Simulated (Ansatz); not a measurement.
# Mg2Si: the cell at several levels of theory

Cell and atoms of Mg2Si in the database structure are relaxed in turn with PBE, r2SCAN, PBEsol, LDA and HSE06.

Code: Ansatz 0.2.0. PAW datasets, plane waves, zero pressure. (Simulation; spin polarisation is off.)

### Step 1. The structure to begin with

It is cubic, Fm-3m (No. 225); a = 6.340 Å in the conventional setting, 21.23 Å³ an atom. Near Mg stand 4 Si at 2.75 Å; near Si stand 8 Mg at 2.75 Å.

Structure file:

```cif
data_structure
_symmetry_space_group_name_H-M 'P 1'
_symmetry_Int_Tables_number 1
_cell_length_a 4.4828
_cell_length_b 4.4828
_cell_length_c 4.4828
_cell_angle_alpha 60.000
_cell_angle_beta 60.000
_cell_angle_gamma 60.000
_cell_volume 63.70
loop_
_atom_site_label
_atom_site_type_symbol
_atom_site_fract_x
_atom_site_fract_y
_atom_site_fract_z
_atom_site_occupancy
Mg1 Mg 0.25000 0.25000 0.25000 1
Mg2 Mg 0.75000 0.75000 0.75000 1
Si1 Si 0.00000 0.00000 0.00000 1
```

### Step 2. Relaxing with PBE

The input, input.yaml:

```yaml
crystal:
  lattice:
    - [0.0, 3.1698179195, 3.1698179195]
    - [3.1698179195, 0.0, 3.1698179195]
    - [3.1698179195, 3.1698179195, 0.0]
  atoms:
    - { symbol: Mg, position: [0.25, 0.25, 0.25] }
    - { symbol: Mg, position: [0.75, 0.75, 0.75] }
    - { symbol: Si, position: [0.0, 0.0, 0.0] }
kpoints:
  mp_grid: { grid: [6, 6, 6] }
hamiltonian:
  xc: pbe
scf:
  occupations: { method: fermi_dirac, width: 0.02 }
relax:
  f_tol: 0.005
  cell: {}
```

Launch:

```bash
ansatz run input.yaml --threads 2 --pin off --max-ram 20275MiB --backend cpu --events-out ev --progress --plain --runs-dir out
```

Further steps of the session: Relaxation with r2SCAN; Relaxation with PBEsol; LDA: cell and atoms; Relaxation with HSE06.

Q: Predict the outcome of this session. Wanted: for each run, a; volume; space group; SCF geometries.

**Answer**, as computed:

| level | a (Å) | volume (Å³/atom) | space group | SCF geometries |
| --- | --- | --- | --- | --- |
| PBE | 6.364 | 21.479 | Fm-3m | 4 |
| r2SCAN | 6.338 | 21.216 | Fm-3m | 4 |
| PBEsol | 6.325 | 21.090 | Fm-3m | 4 |
| LDA | 6.260 | 20.439 | Fm-3m | 5 |
| HSE06 | 6.338 | 21.216 | Fm-3m | 2 |

In words: The first relaxation changed the volume by +1.2 % from the start. The volume runs from LDA (least) to PBE (most), a spread of 5.1 %, or 1.7 % in length if all axes shared it alike. The meshes differ: PBE 6×6×6, r2SCAN 6×6×6, PBEsol 6×6×6, LDA 6×6×6, HSE06 4×4×4.
